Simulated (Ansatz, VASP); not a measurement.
# Cross-check of GaP between VASP and Ansatz

Aim: how closely do two programs agree when they are given the same cell, functional and k mesh? The cell is taken from a series of runs on this material, whose earlier steps may have relaxed, scaled, displaced or heated it; both programs get it as it stands.

Program: Ansatz 0.2.0. Level of theory: plane waves, with VASP 6.6.1 beside it; zone-centre phonons at LDA. Results are calculated unless marked as measured.

### Step 1. Starting point

The structure is orthorhombic, space group Imm2 (No. 44). Conventional cell: a = 3.812 Å, b = 3.850 Å, c = 5.368 Å, α = 90.00°, β = 90.00°, γ = 90.00°. P has 4 Ga at 2.34 Å nearest. Nearest to Ga lie 4 P at 2.34 Å. Farther neighbours are not listed.

### Step 2. Ansatz: zone-centre phonons, LDA, pair 1

Ansatz runs on its PAW soft_1 files.

Second derivatives magnify differences that forces hide, and they need a tight electronic threshold.

input.yaml reads:

```yaml
crystal:
  lattice:
    - [0.0137525723, 2.7089101764, 2.6838214149]
    - [2.7089101764, 0.0137525723, 2.6838214149]
    - [2.7226627486, 2.7226627486, -1.0e-10]
  atoms:
    - { symbol: P, position: [0.750722903, 0.750722903, 0.749277097] }
    - { symbol: Ga, position: [-0.000722903, -0.000722903, 0.000722903] }
kpoints:
  mp_grid: { grid: [12, 12, 12] }
hamiltonian:
  xc: lda
  pseudopotentials: { kind: paw, azcp: { folder: soft_1 }, xc_functional: pbe }
scf:
  occupations: { method: fixed }
output:
  eigenvalues: true
phonons:
  method: dfpt
```

Command:

```
$ ansatz run input.yaml --threads 4 --pin off --max-ram 10240MiB --backend cpu --events-out ev --progress --plain --runs-dir out
```

Numbers of over 12 decimals in the logs are rounded to 6 here.

What it wrote:

```text
zone centre: on kpoints.mp_grid the ground state, and the responses unless they are solved on pairs of k-points, stand on 476 of the mesh's 1728 k-points, reduced under 2 symmetry operations, with k and −k counted as one. Each operation leaves every solved displacement unchanged or reverses it
Engine: ansatz 0.2.0, aarch64-unknown-linux-gnu
Pseudopotentials: kind: paw
Pseudopotential: P, paw, valence charge 5, recommended cutoff 420 eV (normal), soft_1/P.paw.azcp
Pseudopotential: Ga, paw, valence charge 13, recommended cutoff 420 eV (normal), soft_1/Ga.paw.azcp
Functional definition: SPW92
  exchange = slater_x
  correlation = pw_c
Crystal: 2 atoms, lattice volume = 39.388 Å³
Basis set: ecut = 420 eV, 749 PW (Γ), exchange–correlation on 54×54×54 points (8 copies of the dense FFT grid, shifted against one another)
Bands: 13, of which v1, the nominal top of the filled ones, is band 9 counted from 1 (8 counted from 0)
Symmetry: 4 space group operations
k-points: 476 of 1728 (irreducible under 2 space group operations, time reversal used)
Non-local potential: P, projectors of the file, l = 0: 2, l = 1: 2, l = 2: 1
Non-local potential: Ga, projectors of the file, l = 0: 2, l = 1: 2, l = 2: 3, l = 3: 1
PAW form: soft (Blöchl's): semilocal exchange-correlation on the pseudo side does not see the compensation charge
PAW frozen core: P, regenerated for the run's functional, and the local potential with it (the file was generated under x = pbe(κ = 0.804, μ = 0.219515), c = pbe(β = 0.066725))
PAW frozen core: Ga, regenerated for the run's functional, and the local potential with it (the file was generated under x = pbe(κ = 0.804, μ = 0.219515), c = pbe(β = 0.066725))
PAW one-centre angular grid: P, 110 points (default); XC on 64 Gauss nodes
PAW one-centre angular grid: Ga, 590 points (default); XC on 64 Gauss nodes
Initial density: superposition of atomic densities (chi_scale 0.1, normalization cell, long waves kept (reshape's long-wave potential 0.00 eV rms))
Initial wavefunctions: pseudopotential atomic-orbital guess
Functional: x = slater, c = lda
SCF iter   1: F=—  HF=-4433.964319 eV  |F-HF|=—  |Δ(HF+E_count)|=         —  Δρ=4.47e-2  dr2=6.60e-1  ethr=3.10e-3  ⟨swp⟩=5.0  Hψ=33399  notcnv=0  defer=900
preconditioner: auto → none  [insulator: Δε(μ)=1.751 eV  Ē_g=15.487 eV  n_scr=14 (ndim 8)  ℏωp=25.1 eV  f_vac=0.000  ε∞_Penn≈3.6]
SCF iter   2: F=—  HF=-4433.789023 eV  |F-HF|=—  |Δ(HF+E_count)|=   1.75e-1  Δρ=2.02e-2  dr2=9.05e-2  ethr=3.10e-3  ⟨swp⟩=2.1  Hψ=11355  notcnv=0  defer=890
SCF iter   3: F=—  HF=-4433.775202 eV  |F-HF|=—  |Δ(HF+E_count)|=   1.38e-2  Δρ=5.14e-3  dr2=1.03e-2  ethr=5.03e-4  ⟨swp⟩=3.0  Hψ=11408  notcnv=0  defer=930
SCF iter   4: F=—  HF=-4433.771351 eV  |F-HF|=—  |Δ(HF+E_count)|=   3.85e-3  Δρ=2.30e-3  dr2=7.50e-4  ethr=5.72e-5  ⟨swp⟩=2.9  Hψ=12048  notcnv=0  defer=952
SCF iter   5: F=—  HF=-4433.771022 eV  |F-HF|=—  |Δ(HF+E_count)|=   3.28e-4  Δρ=5.28e-4  dr2=4.15e-5  ethr=4.16e-6  ⟨swp⟩=2.0  Hψ=11424  notcnv=0  defer=952
SCF iter   6: F=—  HF=-4433.771022 eV  |F-HF|=—  |Δ(HF+E_count)|=   4.26e-9  Δρ=2.98e-5  dr2=2.13e-7  ethr=2.31e-7  ⟨swp⟩=2.4  Hψ=7705  notcnv=0  defer=570
SCF iter   7: F=—  HF=-4433.771022 eV  |F-HF|=—  |Δ(HF+E_count)|=   3.55e-7  Δρ=6.05e-6  dr2=9.13e-9  ethr=1.18e-9  ⟨swp⟩=2.0  Hψ=10478  notcnv=0  defer=299
SCF iter   8: F=—  HF=-4433.771022 eV  |F-HF|=—  |Δ(HF+E_count)|=   1.49e-9  Δρ=1.49e-6  dr2=4.51e-10  ethr=5.07e-11  ⟨swp⟩=2.3  Hψ=7730  notcnv=0  defer=299
SCF iter   9: F=-4433.771022 eV  HF=-4433.771022 eV  |F-HF|=0.00e0  |Δ(HF+E_count)|=  8.55e-11  Δρ=1.35e-7  dr2=2.71e-12  ethr=1.00e-12  ⟨swp⟩=9.0  Hψ=44136  notcnv=0
SCF 1 converged in 9 iterations: F = -4433.771022 eV  dr2 = 2.71e-12
  greatest PAW one-centre occupation: 0.994 electrons in one spin orbital (limit 2), on the Ga atom at site 1 (counted from 0), in its partial waves of l = 2
DFPT response loops at Γ: preconditioner auto → none (the input reference at scf.mixing.eps_inf says where Resta's filter doesn't serve); β = 0.50; Broyden in place of MSR1
SCF converged after 9 iterations
Free energy (F): -4433.771022 eV
Harris-Foulkes:  -4433.771022 eV  (|F-HF|=0.00e0)
Internal energy: -4433.771022 eV  (E = F + TS)
E sigma→0 (E₀):  -4433.771022 eV
Fermi energy:    7.209890 eV
--- Per-component energies (eV) ---
  E_band       = -59.603629
  E_kinetic    = 181.919809
  E_local      = -1662.318450  (includes V_loc(G=0)·N_el)
  E_nonlocal   = -57.315378
  E_hartree    = 1007.718728
  E_xc         = -135.852167
  E_vxc        = -118.466473  (∫ρ·V_xc dr)
  E_paw        = -2445.080707  (= ΣΔE_a)
  E_vpaw       = -418.860418  (= ΣTr[D̂ρ^β])
  E_aug_tail   = -0.000217  (compensation charges beyond the density's cutoff)
  E_ewald      = -1324.688473
  E_core_change = 1.845833  (= ΣΔE_core)
  E_smearing   = -0.000000  (= −TS)
  E_closure    = 0.000000  (closes the sum)
  Σ components = -4433.771022   (vs F -4433.771022, Δ=0.00e0)
--- Band table (eV; the first three rows and the last of 476) ---
  k-point 0: bands = [... 5 lower, -5.5505, 7.1186, 7.1981, 7.2099, 9.0064, 10.9046, 10.9486, 11.0244]
  k-point 1: bands = [... 5 lower, -5.4575, 6.2112, 7.0680, 7.0794, 9.5165, 11.0872, 11.1506, 11.1979]
  k-point 2: bands = [... 5 lower, -5.1845, 4.6799, 6.8008, 6.8020, 9.5800, 11.4970, 11.5772, 12.1341]
  k-point 475: bands = [... 5 lower, -2.3939, 0.2419, 4.2645, 4.3903, 8.5434, 8.8022, 17.7862, 17.8347]
--- Phonons (Γ-DFPT): 4 representative perturbations + reference, on 476 of 1728 k-points (Σ response iterations 12) ---
  k mesh reduced under 2 symmetry operations, with k and −k counted as one. Each operation leaves every solved displacement unchanged or reverses it
  ASR residual: 5.281e-5 → 0.000e0 eV/Å²; symmetrization residual: 2.524e-6 eV/Å²
  ASR residual per site (eV/Å²): 3.34e-5 5.28e-5
  Γ frequencies (cm⁻¹): 0.00 0.00 0.00 360.81 362.24 364.50
  non-analytic LO–TO correction: not included (Born effective charges unavailable; polar crystals: no LO–TO splitting at Γ)
```

### Step 3. VASP: zone-centre phonons, LDA, pair 1

The same cell, functional (in two slightly different forms) and mesh now go to VASP, with its own data sets.

Lines of VASP's logs that name or quote its potential files are left out, and so is its time.

INCAR reads:

```
SYSTEM = GaP
PREC = Accurate
ENCUT = 500
EDIFF = 1E-08
NELM = 120
ISMEAR = 0
SIGMA = 0.01
LREAL = .FALSE.
ALGO = Normal
GGA = CA
NBANDS = 15
LORBIT = 11
LWAVE = .FALSE.
LCHARG = .FALSE.
ISIF = 2
IBRION = 8
LASPH = .TRUE.
GGA_COMPAT = .FALSE.
EFERMI = MIDGAP
KPAR = 2
```

POSCAR reads:

```
GaP
1.0
    0.0137525723      2.7089101764      2.6838214149
    2.7089101764      0.0137525723      2.6838214149
    2.7226627486      2.7226627486     -0.0000000001
P Ga
1 1
Direct
    0.7507229030      0.7507229030      0.7492770970
    0.9992770970      0.9992770970      0.0007229030
```

KPOINTS reads:

```
Automatic mesh
0
Gamma
12 12 12
0 0 0
```

PAW data sets: P and Ga_d (LDA family, release 64).

Command:

```
$ mpirun -np 2 vasp_std
```

What it wrote:

```text
[banner, memory and clock lines left out]
running    2 mpi-ranks, on    1 nodes
 distrk:  each k-point on    1 cores,    2 groups
 distr:  one band on    1 cores,    1 groups

 POSCAR found type information on POSCAR P Ga
 POSCAR found :  2 types and       2 ions
 LDA part: xc-table for (Slater(with rela. corr.)+CA(PZ))
 , standard interpolation
 POSCAR, INCAR and KPOINTS ok, starting setup
 FFT: planning ... GRIDC
 FFT: planning ... GRID_SOFT
 FFT: planning ... GRID
 WAVECAR not read
 entering main loop
       N       E                     dE             d eps       ncg     rms          rms(c)
DAV:   1     0.787102030403E+02    0.78710E+02   -0.89951E+03  8678   0.170E+03
DAV:   2    -0.460884936000E+01   -0.83319E+02   -0.79758E+02  9443   0.314E+02
DAV:   3    -0.106795670570E+02   -0.60707E+01   -0.60420E+01 10479   0.681E+01
DAV:   4    -0.107806163064E+02   -0.10105E+00   -0.10101E+00 10463   0.948E+00
DAV:   5    -0.107827030315E+02   -0.20867E-02   -0.20866E-02 10959   0.119E+00    0.446E+00
DAV:   6    -0.105064100424E+02    0.27629E+00   -0.38612E-01 13044   0.113E+01    0.287E+00
DAV:   7    -0.104565073741E+02    0.49903E-01   -0.92067E-02 10966   0.223E+00    0.106E+00
DAV:   8    -0.104518616489E+02    0.46457E-02   -0.12152E-02 10754   0.128E+00    0.206E-01
DAV:   9    -0.104518247694E+02    0.36879E-04   -0.10372E-03 12590   0.424E-01    0.632E-02
DAV:  10    -0.104518224513E+02    0.23181E-05   -0.52150E-05 12946   0.881E-02    0.249E-02
DAV:  11    -0.104518285431E+02   -0.60918E-05   -0.87711E-06 10734   0.441E-02    0.747E-03
DAV:  12    -0.104518283370E+02    0.20605E-06   -0.53405E-07 10709   0.798E-03    0.492E-03
DAV:  13    -0.104518283173E+02    0.19729E-07   -0.19240E-07 10999   0.440E-03    0.824E-04
DAV:  14    -0.104518283162E+02    0.10491E-08   -0.10662E-08  7471   0.137E-03
   1 F= -.10451828E+02 E0= -.10451828E+02  d E =0.000000E+00
 Linear response reoptimize wavefunctions to high precision
DAV:   1    -0.104518283165E+02   -0.31059E-09   -0.17853E-09  8721   0.575E-04
DAV:   2    -0.104518283166E+02   -0.25466E-10   -0.32441E-10  5523   0.167E-04
 Linear response DOF=           4
 Linear response progress:
  Degree of freedom:   1/  4
       N       E                     dE             d eps       ncg     rms          rms(c)
RMM:   1    -0.508218181581E-01   -0.50822E-01    0.58154E-03 61426   0.182E+00
RMM:   2    -0.473674475853E-01    0.34544E-02   -0.60535E-03 47624   0.541E-01    0.122E-01
RMM:   3    -0.474092097440E-01   -0.41762E-04   -0.51038E-04 52748   0.175E-01    0.595E-02
RMM:   4    -0.476727690411E-01   -0.26356E-03   -0.77102E-05 51373   0.656E-02    0.113E-02
RMM:   5    -0.476859277744E-01   -0.13159E-04   -0.89457E-06 55181   0.223E-02    0.691E-03
RMM:   6    -0.476693260319E-01    0.16602E-04   -0.15344E-06 51523   0.799E-03    0.389E-03
RMM:   7    -0.476699832361E-01   -0.65720E-06   -0.21092E-07 54562   0.309E-03    0.762E-04
RMM:   8    -0.476678044179E-01    0.21788E-05   -0.82395E-09 53033   0.106E-03    0.149E-04
RMM:   9    -0.476675044773E-01    0.29994E-06    0.14233E-08 54682   0.320E-04    0.198E-05
RMM:  10    -0.476675601419E-01   -0.55665E-07    0.14714E-08 53016   0.114E-04    0.579E-06
RMM:  11    -0.476675522515E-01    0.78905E-08    0.18479E-08 54615   0.474E-05    0.658E-06
 first order change of Fermi-energy   0.73579E-04
 force on displaced ion       1 direction 1 : -10.364   0.102  -0.000
 Linear response progress:
  Degree of freedom:   2/  4
       N       E                     dE             d eps       ncg     rms          rms(c)
RMM:   1    -0.506145288634E-01   -0.50615E-01    0.63908E-03 19263   0.181E+00
RMM:   2    -0.472990960382E-01    0.33154E-02   -0.60809E-03 15327   0.536E-01    0.121E-01
RMM:   3    -0.473303064389E-01   -0.31210E-04   -0.50679E-04 16897   0.173E-01    0.589E-02
RMM:   4    -0.475880748349E-01   -0.25777E-03   -0.73733E-05 16495   0.646E-02    0.113E-02
RMM:   5    -0.476024092784E-01   -0.14334E-04   -0.84827E-06 17711   0.220E-02    0.690E-03
RMM:   6    -0.475858017345E-01    0.16608E-04   -0.16174E-06 16550   0.791E-03    0.382E-03
RMM:   7    -0.475864068218E-01   -0.60509E-06   -0.15278E-07 17379   0.308E-03    0.822E-04
RMM:   8    -0.475844152498E-01    0.19916E-05   -0.44071E-08 16893   0.109E-03    0.182E-04
RMM:   9    -0.475840846806E-01    0.33057E-06    0.14342E-09 17667   0.332E-04    0.415E-05
RMM:  10    -0.475840629263E-01    0.21754E-07   -0.11861E-09 17018   0.113E-04    0.400E-06
RMM:  11    -0.475840584334E-01    0.44928E-08    0.53432E-10 17307   0.485E-05    0.404E-06
 first order change of Fermi-energy  -0.32841E+00
 force on displaced ion       1 direction 3 :  -0.000  -0.000 -10.337
 Linear response progress:
  Degree of freedom:   3/  4
       N       E                     dE             d eps       ncg     rms          rms(c)
RMM:   1    -0.167097060927E+00   -0.16710E+00    0.11550E-01 32763   0.865E+00
RMM:   2    -0.165080086289E+00    0.20170E-02   -0.26631E-02 50913   0.143E+00    0.562E-02
RMM:   3    -0.165426298642E+00   -0.34621E-03   -0.37463E-03 53010   0.423E-01    0.416E-02
RMM:   4    -0.165294180760E+00    0.13212E-03   -0.13338E-03 55916   0.165E-01    0.141E-02
RMM:   5    -0.165273574103E+00    0.20607E-04   -0.41892E-05 55560   0.404E-02    0.522E-03
RMM:   6    -0.165277578253E+00   -0.40041E-05   -0.63390E-06 54722   0.143E-02    0.837E-04
RMM:   7    -0.165277351574E+00    0.22668E-06   -0.86879E-07 54908   0.574E-03    0.120E-04
RMM:   8    -0.165276475656E+00    0.87592E-06   -0.68245E-07 55988   0.243E-03    0.379E-05
RMM:   9    -0.165276248292E+00    0.22736E-06   -0.15197E-07 56036   0.102E-03    0.199E-05
RMM:  10    -0.165276244316E+00    0.39763E-08   -0.16976E-07 56000   0.454E-04    0.111E-05
RMM:  11    -0.165276200032E+00    0.44284E-07   -0.10208E-07 55740   0.213E-04    0.563E-06
RMM:  12    -0.165276189119E+00    0.10913E-07   -0.10835E-07 57091   0.104E-04    0.125E-06
RMM:  13    -0.165276177540E+00    0.11579E-07   -0.21923E-08 53667   0.544E-05    0.638E-07
RMM:  14    -0.165276171045E+00    0.64958E-08   -0.23586E-08 53588   0.314E-05    0.295E-07
 first order change of Fermi-energy   0.22156E-05
 force on displaced ion       2 direction 1 : -10.386   0.093   0.000
 Linear response progress:
  Degree of freedom:   4/  4
       N       E                     dE             d eps       ncg     rms          rms(c)
RMM:   1    -0.166978391670E+00   -0.16698E+00    0.12089E-01 10558   0.866E+00
RMM:   2    -0.164901598739E+00    0.20768E-02   -0.25156E-02 16072   0.142E+00    0.557E-02
RMM:   3    -0.165378899630E+00   -0.47730E-03   -0.42268E-03 16977   0.431E-01    0.421E-02
RMM:   4    -0.165240282985E+00    0.13862E-03   -0.89678E-04 17743   0.144E-01    0.149E-02
RMM:   5    -0.165206640620E+00    0.33642E-04   -0.32253E-05 17895   0.379E-02    0.377E-03
RMM:   6    -0.165210885865E+00   -0.42452E-05   -0.40247E-06 17588   0.135E-02    0.982E-04
RMM:   7    -0.165212854296E+00   -0.19684E-05   -0.88867E-07 17633   0.539E-03    0.149E-04
RMM:   8    -0.165211613863E+00    0.12404E-05   -0.29986E-07 17601   0.229E-03    0.558E-05
RMM:   9    -0.165211231999E+00    0.38186E-06   -0.12559E-07 17797   0.981E-04    0.242E-05
RMM:  10    -0.165211171587E+00    0.60412E-07   -0.35705E-08 17980   0.444E-04    0.104E-05
RMM:  11    -0.165211158402E+00    0.13185E-07   -0.23012E-08 17871   0.211E-04    0.482E-06
RMM:  12    -0.165211128696E+00    0.29706E-07   -0.86976E-09 18115   0.105E-04    0.142E-06
RMM:  13    -0.165211138174E+00   -0.94784E-08   -0.43124E-09 17725   0.533E-05    0.919E-07
 first order change of Fermi-energy   0.32903E+00
 force on displaced ion       2 direction 3 :  -0.000  -0.000 -10.347
 Linear response finished
```

Parts of OUTCAR (step 3):

```text
ion  position               nearest neighbor table
   1  0.751  0.751  0.749-   2 2.34   2 2.34   2 2.34   2 2.34
   2  0.999  0.999  0.001-   1 2.34   1 2.34   1 2.34   1 2.34

  LATTYP: Found a body centered orthorhombic cell.
 ALAT       =     3.8115284365
 B/A-ratio  =     1.0102053937
 C/A-ratio  =     1.4082651932

 Subroutine GETGRP returns: Found  4 space group operations
 (whereof  4 operations were pure point group operations)

The static configuration has the point symmetry C_2v.

 Found    280 irreducible k-points:

   k-points           NKPTS =    280   k-points in BZ     NKDIM =    280   number of bands    NBANDS=     15

   dimension x,y,z NGX =    28 NGY =   28 NGZ =   28
   dimension x,y,z NGXF=    56 NGYF=   56 NGZF=   56

   ENCUT  =  500.0 eV  36.75 Ry    6.06 a.u.   6.95  6.95  7.02*2*pi/ulx,y,z

   NELECT =      18.0000    total number of electrons

 k-points in reciprocal lattice and weights: Automatic mesh
   0.00000000  0.00000000  0.00000000       0.001
   0.08333333  0.00000000 -0.00000000       0.002
   0.16666667  0.00000000 -0.00000000       0.002
   0.25000000  0.00000000  0.00000000       0.002
   0.33333333  0.00000000 -0.00000000       0.002
   0.41666667 -0.00000000  0.00000000       0.002
   0.50000000  0.00000000  0.00000000       0.001
   0.08333333  0.08333333 -0.00000000       0.001
   0.16666667  0.08333333  0.00000000       0.002
[...]
0.25000000  0.25000000  0.50000000       0.001
  -0.25000000  0.25000000  0.50000000       0.001

 average (electrostatic) potential at core
       1 -84.3642       2 -66.3117

  Total       -0.1501740     -0.1501740      0.0241495     -0.1749633      0.0000000      0.0000000
  in kB       -6.1086293     -6.1086293      0.9823303     -7.1169816      0.0000000      0.0000000
  external PRESSURE =      -3.7449761 kB  Pullay stress =       0.0000000 kB

  energy-cutoff  :      500.00
  volume of cell :       39.39
      direct lattice vectors                 reciprocal lattice vectors
     0.013752572  2.708910176  2.683821415    -0.185517908  0.185517908  0.186301517
     2.708910176  0.013752572  2.683821415     0.185517908 -0.185517908  0.186301517
     2.722662749  2.722662749 -0.000000000     0.183643751  0.183643751 -0.186301517

 POSITION                                       TOTAL-FORCE (eV/Angst)
 -----------------------------------------------------------------------------------
      4.08399      4.08399      4.02961         0.000000      0.000000      0.000202
      2.72266      2.72266      5.36376        -0.000000     -0.000000     -0.000202
 -----------------------------------------------------------------------------------
    total drift:                               -0.000000     -0.000000      0.000047

 Eigenvectors and eigenvalues of the dynamical matrix
 ----------------------------------------------------

   1 f  =   10.923069 THz    68.631667 2PiTHz  364.354363 cm-1    45.174163 meV
             X         Y         Z           dx          dy          dz
      4.083994  4.083994  4.029612    -0.588268    0.588268    0.000000
      2.722663  2.722663  5.363763     0.392352   -0.392352   -0.000000

   2 f  =   10.855047 THz    68.204274 2PiTHz  362.085407 cm-1    44.892849 meV
             X         Y         Z           dx          dy          dz
      4.083994  4.083994  4.029612     0.000000    0.000000    0.831990
      2.722663  2.722663  5.363763    -0.000000   -0.000000   -0.554791

   3 f  =   10.818908 THz    67.977207 2PiTHz  360.879942 cm-1    44.743390 meV
             X         Y         Z           dx          dy          dz
      4.083994  4.083994  4.029612     0.588112    0.588112   -0.000000
      2.722663  2.722663  5.363763    -0.392587   -0.392587    0.000000

   4 f/i=    0.002313 THz     0.014533 2PiTHz    0.077152 cm-1     0.009566 meV
             X         Y         Z           dx          dy          dz
      4.083994  4.083994  4.029612    -0.000000    0.000000   -0.554791
      2.722663  2.722663  5.363763    -0.000000    0.000000   -0.831990

   5 f/i=    0.003364 THz     0.021137 2PiTHz    0.112212 cm-1     0.013912 meV
             X         Y         Z           dx          dy          dz
      4.083994  4.083994  4.029612     0.392352   -0.392352   -0.000000
      2.722663  2.722663  5.363763     0.588268   -0.588268   -0.000000

   6 f/i=    0.007657 THz     0.048108 2PiTHz    0.255396 cm-1     0.031665 meV
             X         Y         Z           dx          dy          dz
      4.083994  4.083994  4.029612    -0.392587   -0.392587   -0.000000
      2.722663  2.722663  5.363763    -0.588112   -0.588112   -0.000000

 ELASTIC MODULI CONTR FROM IONIC RELAXATION (kBar)
 Direction    XX          YY          ZZ          XY          YZ          ZX
 --------------------------------------------------------------------------------
 XX          -0.1993     -0.1993     -0.2998      6.7296      0.0000     -0.0000
 YY          -0.1993     -0.1993     -0.2998      6.7296     -0.0000     -0.0000
 ZZ          -0.2998     -0.2998     -0.4511     10.1249      0.0000      0.0000
 XY           6.7296      6.7296     10.1249   -227.2439      0.0000     -0.0000
 YZ           0.0000     -0.0000      0.0000      0.0000   -229.9003     12.8228
 ZX          -0.0000     -0.0000      0.0000     -0.0000     12.8228   -216.0187
 --------------------------------------------------------------------------------
```

The gap is read on the k-mesh alone, so it is an upper bound where the band edges lie off the mesh. Energies printed during the response cycles are not total energies of the cell.

[end of part 1 of 2]

[Lines on the potential files, build, host, timing and source positions are cut from VASP's logs without a mark.]

[Logs are printed without paths, hosts, clocks, repeated set-up lines and the standing remarks that a program may print on its own settings, such as how far it seeks lower states.]

[Hosts, paths, dates, database ids (printed as entryN), source tags and the programs' standing remarks are cut or masked in the printed files.]
